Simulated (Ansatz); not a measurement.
Sb, 1 atom in the cell. Symmetry: Fm-3m, No. 225, cubic system. Conventional cell: a = 4.742 Å, b = 4.742 Å, c = 4.742 Å, α = 90.00°, β = 90.00°, γ = 90.00°. Sb (site symmetry m-3m) is surrounded by 12 Sb at 3.35 Å. This isn't the form of Sb at room conditions, which is rhombohedral.

* Program: Ansatz 0.2.0
* Task: relaxation of cell and atoms
* Functional: PBEsol
* Potentials or basis: Ansatz PAW
* Cutoff: 420 eV (not typed: the program's choice for these potentials)
* k mesh: 10 × 10 × 10
* Occupations: fermi-dirac, width 0.05 eV
* Spin: no spin polarisation
* Target pressure: 2 GPa
* Target pressure (GPa): 2

Potentials or basis: Ansatz PAW.

Command:

```sh
$ ansatz run input.yaml --threads 2 --pin off --max-ram 5632MiB --backend cpu --events-out ev --progress --plain --runs-dir out
```

Hardware: 2 threads of Arm Neoverse V1 (shared host).

Estimate the wall time of this run.

Run time: 3.2 s on 2 threads of Arm Neoverse V1 (shared host), peak memory 0.28 GiB. Counts: scf iterations 19, plane waves 531, k points 47, bands 12, ion steps 5.
